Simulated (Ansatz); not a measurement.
# TaN/MoS2/Zr: current against voltage, part 3 of 4

Wanted: I(V) for TaN/MoS2/Zr. The lower electrode is TaN rock salt(111), the upper one Zr hcp(0001); the barrier is MoS2 2H layers (two layers in the relaxed core). In the first transport cell, after relaxation, the nearest pair of electrode and barrier is N–S at 3.31 Å, at a slant, too long for a bond, at the lower face and Zr–S at 2.61 Å, along the normal, at the upper one. A gap without bonds adds to the barrier. All share a net of side 3.17 Å, which strains the lower electrode by +1.4 %, the upper one by -1.9 % and the barrier by +0.0 %, against typed lattice constants near PBE's. The first steps treat the bulk electrodes alone.

Ansatz 0.2.0; PBE+D3(BJ) DFT, plane waves, PAW files (the session's first sound run).

So far. Step 4 (Relaxing the interfaces): The largest force component on a free atom ends at 0.024 eV/Å. At one or more of this run's solves the program warned of density in the dipole ramp over its bound, where dipole, forces and levels can be off.

## Step 5: Current against voltage

This step: PBE DFT, plane waves, PAW files; current against voltage, self-consistent between two reservoirs (Ansatz 0.2.0).

System of this step: TaN/MoS2/Zr. The cell holds 34 atoms: 9 N, 8 Ta, 4 S, 2 Mo and 11 Zr. Its edges and angles: a = 3.170 Å, b = 3.170 Å, c = 73.534 Å, α = 90.0°, β = 90.0°, γ = 120.0°. Regions: left electrode, 17 atoms (9 N and 8 Ta); barrier, 6 atoms (4 S and 2 Mo); right electrode, 11 atoms (11 Zr). Vacuum lies along c.

Under bias the potential drop changes the barrier, so density and potential are solved anew at each voltage between two reservoirs. The leads must hold the reservoirs as well as the screening charge.

File input.yaml:

```yaml
crystal:
  lattice:
    - [3.17, 0.0, 0.0]
    - [-1.585, 2.74530053, 0.0]
    - [0.0, 0.0, 73.5340875221]
  atoms:
    - { symbol: "N", position: [0.0, 0.0, 0.0951939466] }
    - { symbol: Ta, position: [0.33333333, 0.66666667, 0.1119295692] }
    - { symbol: "N", position: [0.66666667, 0.33333333, 0.1286651918] }
    - { symbol: Ta, position: [0.0, 0.0, 0.1454008145] }
    - { symbol: "N", position: [0.33333333, 0.66666667, 0.1621364371] }
    - { symbol: Ta, position: [0.66666667, 0.33333333, 0.1788720597] }
    - { symbol: "N", position: [0.0, 0.0, 0.1956076824] }
    - { symbol: Ta, position: [0.33333333, 0.66666667, 0.212343305] }
    - { symbol: "N", position: [0.66666667, 0.33333333, 0.2290789276] }
    - { symbol: Ta, position: [0.0, 0.0, 0.2458145502] }
    - { symbol: "N", position: [0.33333333, 0.66666667, 0.2625501729] }
    - { symbol: Ta, position: [0.66666667, 0.33333333, 0.2792857955] }
    - { symbol: "N", position: [0.0, 0.0, 0.2960214181] }
    - { symbol: Ta, position: [0.33333333, 0.66666667, 0.3127570407] }
    - { symbol: "N", position: [0.66666667, 0.33333333, 0.3294926634] }
    - { symbol: Ta, position: [0.0, 0.0, 0.346228286] }
    - { symbol: "N", position: [0.33333333, 0.66666667, 0.358461746] }
    - { symbol: S, position: [0.66666667, 0.33333333, 0.3960183997] }
    - { symbol: Mo, position: [0.33333333, 0.66666667, 0.4172318209] }
    - { symbol: S, position: [0.66666667, 0.33333333, 0.4383962887] }
    - { symbol: S, position: [0.33333333, 0.66666667, 0.4776294804] }
    - { symbol: Mo, position: [0.66666667, 0.33333333, 0.4988000122] }
    - { symbol: S, position: [0.33333333, 0.66666667, 0.5204398493] }
    - { symbol: Zr, position: [0.33333333, 0.66666667, 0.5559565906] }
    - { symbol: Zr, position: [0.66666667, 0.33333333, 0.590518272] }
    - { symbol: Zr, position: [0.33333333, 0.66666667, 0.6254391366] }
    - { symbol: Zr, position: [0.66666667, 0.33333333, 0.6603600012] }
    - { symbol: Zr, position: [0.33333333, 0.66666667, 0.6952808658] }
    - { symbol: Zr, position: [0.66666667, 0.33333333, 0.7302017304] }
    - { symbol: Zr, position: [0.33333333, 0.66666667, 0.765122595] }
    - { symbol: Zr, position: [0.66666667, 0.33333333, 0.8000434596] }
    - { symbol: Zr, position: [0.33333333, 0.66666667, 0.8349643242] }
    - { symbol: Zr, position: [0.66666667, 0.33333333, 0.8698851888] }
    - { symbol: Zr, position: [0.33333333, 0.66666667, 0.9048060534] }
kpoints:
  mp_grid: { grid: [12, 12, 1] }
scf:
  occupations: { method: fermi_dirac, width: 0.1 }
  max_iter: 150
hamiltonian:
  xc: pbe
output:
  current_voltage:
    bias: [0.25, 0.8, 1.6, -0.25, -0.8, -1.6]
    kmesh: [24, 24]
    leads: [[7, 9], [28, 30]]
    electrode_ends: [16, 23]
  write_potential: true
  write_density: true
  volumetric_format: npy
  elf: true
```

On the command line:

```bash
$ ansatz run input.yaml --threads 8 --pin off --max-ram 20480MiB --backend cpu --events-out ev --progress --plain --runs-dir out
```

Numbers of over 12 decimals in the logs are rounded to 6 here.

What it wrote:

```text
[...]
Crystal: 34 atoms, lattice volume = 639.938 Å³
Basis set: ecut = 420 eV, 12449 PW (Γ)
Bands: 201, of which v1, the nominal top of the filled ones, is band 167 counted from 1 (166 counted from 0)
Symmetry: 6 space group operations
[...]
k-points: 19 of 144 (time reversal used)
[...]
SCF iter   1: F=—  HF=-142476.117718 eV  |F-HF|=—  |Δ(HF+E_count)|=         —  Δρ=2.28e-2  dr2=1.38e3  ethr=1.77e-3  ⟨swp⟩=8.2  Hψ=17503  notcnv=0
[...]
SCF iter  14: F=-142473.580090 eV  HF=-142473.580090 eV  |F-HF|=5.17e-8  |Δ(HF+E_count)|=   1.94e-8  Δρ=1.52e-6  dr2=6.92e-8  ethr=3.00e-11  ⟨swp⟩=9.1  Hψ=9810  notcnv=0
SCF 1 converged in 14 iterations: F = -142473.580090 eV  dr2 = 6.92e-8
[...]
bias +0 V, iteration  1: dr2 9.93e-2 eV, mean Fermi level 12.3605 eV
bias +0 V, iteration  2: dr2 9.57e-3 eV, mean Fermi level 12.3677 eV
bias +0 V, iteration  3: dr2 9.64e-3 eV, mean Fermi level 12.3618 eV
bias +0 V, iteration  4: dr2 2.90e-3 eV, mean Fermi level 12.3632 eV
bias +0 V, iteration  5: dr2 2.65e-4 eV, mean Fermi level 12.3632 eV
bias +0 V, iteration  6: dr2 1.12e-5 eV, mean Fermi level 12.3627 eV
bias +0 V, iteration  7: dr2 2.43e-6 eV, mean Fermi level 12.3628 eV
bias +0 V, iteration  8: dr2 1.19e-6 eV, mean Fermi level 12.3629 eV
bias +0 V, iteration  9: dr2 8.90e-7 eV, mean Fermi level 12.3629 eV
bias +0 V, iteration 10: dr2 2.89e-7 eV, mean Fermi level 12.3629 eV
bias +0 V, iteration 11: dr2 1.46e-8 eV, mean Fermi level 12.3629 eV
bias +0.25 V, iteration  1: dr2 1.14e2 eV, mean Fermi level 12.4049 eV
bias +0.25 V, iteration  2: dr2 4.88e1 eV, mean Fermi level 12.4003 eV
bias +0.25 V, iteration  3: dr2 4.32e0 eV, mean Fermi level 12.3909 eV
bias +0.25 V, iteration  4: dr2 6.93e-2 eV, mean Fermi level 12.3881 eV
bias +0.25 V, iteration  5: dr2 7.94e-4 eV, mean Fermi level 12.3869 eV
bias +0.25 V, iteration  6: dr2 8.90e-5 eV, mean Fermi level 12.3865 eV
bias +0.25 V, iteration  7: dr2 1.28e-5 eV, mean Fermi level 12.3860 eV
bias +0.25 V, iteration  8: dr2 1.49e-5 eV, mean Fermi level 12.3858 eV
bias +0.25 V, iteration  9: dr2 8.53e-7 eV, mean Fermi level 12.3857 eV
bias +0.25 V, iteration 10: dr2 1.58e-7 eV, mean Fermi level 12.3857 eV
bias +0.25 V, iteration 11: dr2 1.99e-8 eV, mean Fermi level 12.3857 eV
bias +0.8 V, iteration  1: dr2 1.64e2 eV, mean Fermi level 12.4575 eV
bias +0.8 V, iteration  2: dr2 4.02e1 eV, mean Fermi level 12.4514 eV
bias +0.8 V, iteration  3: dr2 3.80e0 eV, mean Fermi level 12.4428 eV
bias +0.8 V, iteration  4: dr2 1.01e-1 eV, mean Fermi level 12.4408 eV
bias +0.8 V, iteration  5: dr2 4.46e-3 eV, mean Fermi level 12.4400 eV
bias +0.8 V, iteration  6: dr2 6.01e-4 eV, mean Fermi level 12.4397 eV
bias +0.8 V, iteration  7: dr2 2.24e-4 eV, mean Fermi level 12.4391 eV
bias +0.8 V, iteration  8: dr2 3.65e-5 eV, mean Fermi level 12.4386 eV
bias +0.8 V, iteration  9: dr2 1.58e-5 eV, mean Fermi level 12.4387 eV
bias +0.8 V, iteration 10: dr2 1.44e-6 eV, mean Fermi level 12.4386 eV
bias +0.8 V, iteration 11: dr2 1.59e-7 eV, mean Fermi level 12.4385 eV
bias +0.8 V, iteration 12: dr2 2.88e-8 eV, mean Fermi level 12.4385 eV
bias +1.6 V, iteration  1: dr2 9.56e-2 eV, mean Fermi level 12.5159 eV
bias +1.6 V, iteration  2: dr2 1.02e-1 eV, mean Fermi level 12.5199 eV
bias +1.6 V, iteration  3: dr2 2.63e-2 eV, mean Fermi level 12.5186 eV
bias +1.6 V, iteration  4: dr2 1.99e-2 eV, mean Fermi level 12.5175 eV
bias +1.6 V, iteration  5: dr2 4.99e-4 eV, mean Fermi level 12.5162 eV
bias +1.6 V, iteration  6: dr2 4.45e-4 eV, mean Fermi level 12.5165 eV
[...]
bias -1.6 V, iteration  4: dr2 3.62e-2 eV, mean Fermi level 12.2391 eV
bias -1.6 V, iteration  5: dr2 6.62e-3 eV, mean Fermi level 12.2403 eV
bias -1.6 V, iteration  6: dr2 2.07e-3 eV, mean Fermi level 12.2405 eV
bias -1.6 V, iteration  7: dr2 3.70e-3 eV, mean Fermi level 12.2411 eV
bias -1.6 V, iteration  8: dr2 2.74e-3 eV, mean Fermi level 12.2407 eV
bias -1.6 V, iteration  9: dr2 5.31e-4 eV, mean Fermi level 12.2407 eV
bias -1.6 V, iteration 10: dr2 9.25e-6 eV, mean Fermi level 12.2406 eV
bias -1.6 V, iteration 11: dr2 1.09e-5 eV, mean Fermi level 12.2406 eV
bias -1.6 V, iteration 12: dr2 1.38e-5 eV, mean Fermi level 12.2406 eV
bias -1.6 V, iteration 13: dr2 4.57e-6 eV, mean Fermi level 12.2406 eV
bias -1.6 V, iteration 14: dr2 1.07e-6 eV, mean Fermi level 12.2406 eV
bias -1.6 V, iteration 15: dr2 9.68e-8 eV, mean Fermi level 12.2406 eV
transmission: 367 of 3599 steps passed
transmission: 721 of 3599 steps passed
[...]
transmission: 3599 of 3599 steps passed
WARN: The output density's exchange-correlation potential varies sharply where the density is thin. Do not read a vacuum level from v_tot or v_xc, or from such a field of the output density. On a cell that repeats whose density bears no net charge and no dipole along the vacuum's axis use v_es (v_loc + v_h of the components); under efield.dipole_correction with no amplitude use v_es + v_field, which holds any externa [...]
SCF converged after 14 iterations
Free energy (F): -142473.580090 eV
[...]
Internal energy: -142472.916725 eV  (E = F + TS)
E sigma→0 (E₀):  -142473.248408 eV
Entropy (-TS):   -0.663365 eV (-19.511 meV/atom)
Fermi energy:    12.365324 eV
[...]
--- Band table (eV; the first three rows and the last of 19) ---
  k-point 0: bands = [... 163 lower, 12.4601, 12.4860, 12.6331, 12.6829, 12.6829, 12.6979, 12.9163, 12.9669, ... 30 higher]
  k-point 1: bands = [... 163 lower, 12.2859, 12.4073, 12.5359, 12.5898, 12.6860, 12.7932, 12.7996, 12.8058, ... 30 higher]
  k-point 2: bands = [... 163 lower, 12.1532, 12.2302, 12.2844, 12.3288, 12.3431, 12.3608, 12.4719, 12.5355, ... 30 higher]
  k-point 18: bands = [... 163 lower, 11.9503, 11.9630, 12.3199, 12.4116, 12.4260, 12.4261, 12.4621, 12.4796, ... 30 higher]
--- Current–voltage curve ---
  leads      : [7, 9] from 7.00 to 25.46 and [28, 30] from 43.42 to 66.53 Å, reservoirs outside 18.75 and 51.83
  electrodes : end at 26.36 and 40.88 Å
  density    : 299 bands, filled at a thermal energy of 1.000e-1 eV; current at 300 K
  bias (V)   current (A)   every other point   every other energy   edges, levels   drop (V)   electrons moved   misfit (meV)   iterations
        +0      0.0000e0            0.0000e0             0.0000e0        0.0000e0     +0.000            0.00e0           50.9   11
     +0.25     8.8528e-9           7.3022e-9            8.8229e-9      5.9472e-10     +0.248           3.07e-3           51.2   11
      +0.8     8.3381e-8           7.8017e-8            8.3443e-8      5.3130e-10     +0.794           1.07e-2           51.8   12
[...]
-0.25    -2.1118e-9          -1.2387e-9           -2.1109e-9      7.0103e-11     -0.247          -2.57e-3           50.8   10
      -0.8    -1.7482e-8          -1.6141e-8           -1.7490e-8      2.2108e-10     -0.791          -5.93e-3           47.3   12
      -1.6    -5.2235e-8          -4.7266e-8           -5.2037e-8      4.6398e-10     -1.583          -1.46e-2           43.9   15
  At 0 V the conductance is 9.7445e-9 S, 1.1197e11 S/m².
  At 1.6, -1.6 V, more electrons lie in bound states, which couple to no lead and are filled by their side, than have moved since 0 V: before a thin film that holds them the field can be low. See output.current_voltage.electrode_ends.
```

The job ended after 53 min (8 threads of Arm Neoverse V2, shared host; peak memory 9.2 GiB).

Reading the cycles: dr2 is the Hartree energy of the density residual (eV), the measure of convergence; HF is the Harris–Foulkes estimate of the energy, which meets the free energy F at convergence.

This run has no spin polarisation although its electron count is odd.

This step gave:

* free energy: -142473.5801 eV
* Fermi energy: 12.37 eV
* conductance at zero bias: 1.12e11 S/m²

Checks by voltage:

```tsv
bias (V)	current density (ampere/m²)	current on every other mesh point (ampere)	drop across the junction (V)	electrons moved	electrons in bound states	misfit, lower lead (eV)	misfit, upper lead (eV)	iterations
-1.6	-6.00e11	-4.73e-8	-1.583	-0.01459	0.06321	0.04392	0.03927	15
-0.8	-2.01e11	-1.61e-8	-0.7912	-0.005931	4.60e-4	0.04732	0.0396	12
-0.25	-2.43e10	-1.24e-9	-0.2475	-0.002573	2.42e-5	0.0508	0.03915	10
0	0	0	0	0	0	0.05094	0.0398	11
0.25	1.02e11	7.30e-9	0.2483	0.003069	9.96e-5	0.05121	0.04319	11
0.8	9.58e11	7.80e-8	0.7945	0.01067	0.001566	0.05177	0.05055	12
1.6	5.46e12	3.80e-7	1.588	0.02307	0.02437	0.05228	0.0608	12
```

Cell area 8.703 Å^2. Current through one cell against bias:

```tsv
bias (V)	current through one cell (nA)
-1.60	-52.2
-0.80	-17.5
-0.25	-2.11
0.00	0
0.25	8.85
0.80	83.4
1.60	475
```

Bias 0 V. Table of transmission and channels, zone mean by energy, zero at the mean Fermi level:

```tsv
energy (eV)	transmission	channels, left	channels, right
-0.259	5.8e-5	1.88	0.453
-0.233	6.8e-5	1.88	0.474
-0.207	7.7e-5	1.84	0.495
-0.181	8.5e-5	1.83	0.557
-0.155	8.7e-5	1.79	0.474
-0.129	1.0e-4	1.83	0.536
-0.103	1.1e-4	1.83	0.526
-0.078	9.5e-5	1.84	0.589
-0.052	6.8e-5	1.86	0.557
-0.026	7.0e-5	1.88	0.568
0.000	7.3e-5	1.85	0.618
0.026	9.8e-5	1.81	0.691
0.052	2.7e-4	1.82	0.785
0.078	3.1e-4	1.82	0.854
0.103	3.6e-4	1.88	0.896
0.129	5.0e-4	1.90	0.969
0.155	6.3e-4	1.84	1.08
0.181	7.6e-4	1.87	1.14
0.207	9.5e-4	1.86	1.24
0.233	0.00105	1.88	1.36
0.259	9.4e-4	1.95	1.34
```

Bias 1.6 V. Table of transmission and channels, zone mean by energy, zero at the mean Fermi level:

```tsv
energy (eV)	transmission	channels, left	channels, right
-1.060	0.00424	1.22	0.453
-0.982	0.00435	1.25	0.536
-0.957	0.00770	1.25	0.526
-0.905	0.00548	1.27	0.495
-0.853	0.00186	1.32	0.589
-0.776	0.00305	1.36	0.618
-0.698	0.00192	1.39	0.833
-0.620	0.00613	1.40	1.10
-0.543	0.00207	1.42	1.34
-0.465	0.00144	1.48	1.38
-0.414	8.2e-4	1.49	1.25
-0.336	8.2e-4	1.5	1.33
-0.259	9.1e-4	1.56	1.15
-0.181	0.00121	1.60	1.31
-0.103	0.00157	1.61	1.25
-0.026	0.00194	1.64	1.20
0.000	0.00206	1.66	1.23
0.026	0.00221	1.70	1.27
0.103	0.00315	1.72	1.29
0.181	0.00235	1.72	1.29
0.233	0.00750	1.74	1.21
0.259	0.00144	1.72	1.14
0.336	0.00114	1.77	1.20
0.414	0.00158	1.84	1.28
0.465	0.00153	1.86	1.19
0.543	0.00229	1.88	1.07
0.620	0.00557	1.83	1.27
0.698	0.0226	1.83	1.30
0.776	0.0176	1.90	1.34
0.853	0.0118	1.84	1.30
0.905	0.0134	1.88	1.26
0.982	0.0241	1.85	1.22
1.034	0.0229	1.88	1.21
1.060	0.0205	1.95	1.18
```

Bias -1.6 V. Transmission and channels, zone mean against energy, zero at the mean Fermi level:

```tsv
energy (eV)	transmission	channels, left	channels, right
-1.008	0.0137	1.86	0.644
-0.905	0.00190	1.81	0.665
-0.801	9.7e-4	1.90	0.602
-0.698	2.1e-4	1.82	0.665
-0.595	5.5e-5	1.85	0.755
-0.491	4.4e-5	1.99	0.974
-0.388	7.5e-5	1.96	1.02
-0.310	8.9e-5	2.00	1.06
-0.207	3.2e-4	2.13	1.23
-0.103	6.0e-4	2.11	1.41
0.000	7.8e-4	2.15	1.42
0.103	8.0e-4	2.35	1.44
0.155	7.7e-4	2.34	1.55
0.207	6.7e-4	2.40	1.36
0.310	5.1e-4	2.45	1.11
0.388	3.2e-4	2.61	0.745
0.491	2.6e-4	2.76	0.547
0.595	2.4e-4	2.86	0.536
0.698	2.5e-4	2.97	0.568
0.801	2.7e-4	3.26	0.618
0.905	0.0117	3.26	0.896
1.008	0.0515	3.26	1.24
```

The Hartree potential energy less that at 0 V, planar mean by z:

```tsv
z (Å)	0.25 V (eV)	0.8 V (eV)	1.6 V (eV)	-0.25 V (eV)	-0.8 V (eV)	-1.6 V (eV)
0	0.00371	0.0135	0.035	-0.00253	-7.2e-4	-0.00427
5	0.117	0.378	0.760	-0.116	-0.364	-0.732
10	0.148	0.476	0.954	-0.147	-0.460	-0.924
15	0.148	0.475	0.951	-0.145	-0.454	-0.913
20	0.148	0.476	0.953	-0.145	-0.454	-0.914
25	0.146	0.468	0.936	-0.144	-0.454	-0.910
30	0.0268	0.0560	0.0420	-0.0444	-0.223	-0.347
35	-0.0825	-0.264	-0.483	0.0797	0.232	0.401
40	-0.104	-0.329	-0.659	0.106	0.350	0.698
45	-0.102	-0.324	-0.644	0.104	0.341	0.678
50	-0.102	-0.322	-0.641	0.104	0.341	0.677
55	-0.101	-0.319	-0.638	0.103	0.341	0.677
60	-0.102	-0.324	-0.647	0.104	0.341	0.678
65	-0.102	-0.324	-0.647	0.104	0.341	0.678
70	-0.0761	-0.242	-0.474	0.0774	0.256	0.510
```

Electrostatic potential energy in the ca plane at fractional y = 0.667, with atoms of Ta and N and Mo and S and Zr within 0.2 Å of it. With pseudopotentials it is smooth inside the atoms' cores, unlike the true potential.

Ten even steps from '0' (-54 eV) to '9' (17 eV), each cell a mean:
```
87667888888888876789999998889999988889999999
87667889888988866789999998889999988889999999
88778888777888877889999999888877888899999988
78888986433688988867999999997422589999999754
27999985100478998511699999985100279999998444
27999985100378998401699999985000179999998444
68889986423588988756899999997311489999998644
88778888766888887889999999998767889999999988
```
Columns run along c (16.0 Å, from fractional 0.27 to 0.49 of the cell; values clipped at the 3rd and 97th percentile), rows up along a (3.2 Å). Atoms in or near the plane, at fractional coordinates: Ta at (0.31, 0.33), N at (0.36, 0.33), Mo at (0.42, 0.33), S at (0.48, 0.33).

Valence density in the ca plane at fractional y = 0.667, with atoms of Ta and N and Mo and S and Zr within 0.2 Å of it. It is the smooth field of the valence electrons, not physical close to the nuclei.

Ten even steps from '0' (0.0 e/Å³) to '9' (6.4 e/Å³), each cell a mean:
```
00000000011000000000000000000000000000000100
00000000011000000000000000000000000000001100
00000000000000000000000000000000000000000000
01343100000121000000000254100000000111100000
02666300000254200000002799400000000111100001
02666300000354200000002799510000000100110001
01354100000122100000001365200000000111100000
00010000000000000000000011000000000000000000
```
Columns run along c (16.0 Å, from fractional 0.30 to 0.52 of the cell), rows up along a (3.2 Å). Atoms in or near the plane, at fractional coordinates: Ta at (0.31, 0.33), N at (0.36, 0.33), Mo at (0.42, 0.33), S at (0.48, 0.33).

ELF in the ca plane at fractional y = 0.667, with atoms of Ta and N and Mo and S and Zr within 0.2 Å of it. It is the smooth field of the valence electrons, not physical close to the nuclei.

Ten even steps from '0' (0.02) to '9' (0.93), each cell a mean:
```
64212465223211100478876322478876100123212321
65212465223111000478876322478886200122113321
42122244211246510256763222257763004677632224
12676322114788850013432576424421048988862137
25635621136745871001124756722100079932673147
26625721136735871000115756731100079821673247
13677412114788850012322677423310049987863137
42232133111357520146763232246653015788632124
```
Columns run along c (16.0 Å, from fractional 0.30 to 0.52 of the cell), rows up along a (3.2 Å). Atoms in or near the plane, at fractional coordinates: Ta at (0.31, 0.33), N at (0.36, 0.33), Mo at (0.42, 0.33), S at (0.48, 0.33).

All 7 points reached self-consistency. On every other mesh point the currents change by up to 41 %. The leads' potential repeats within 61 meV, on the large side, so longer leads could move the currents.

(Continued in part 4 of 4.)

[Logs are printed without paths, hosts, clocks, repeated set-up lines and the standing remarks that a program may print on its own settings, such as how far it seeks lower states.]

[Hosts, paths, dates, database ids (printed as entryN), source tags and the programs' standing remarks are cut or masked in the printed files.]
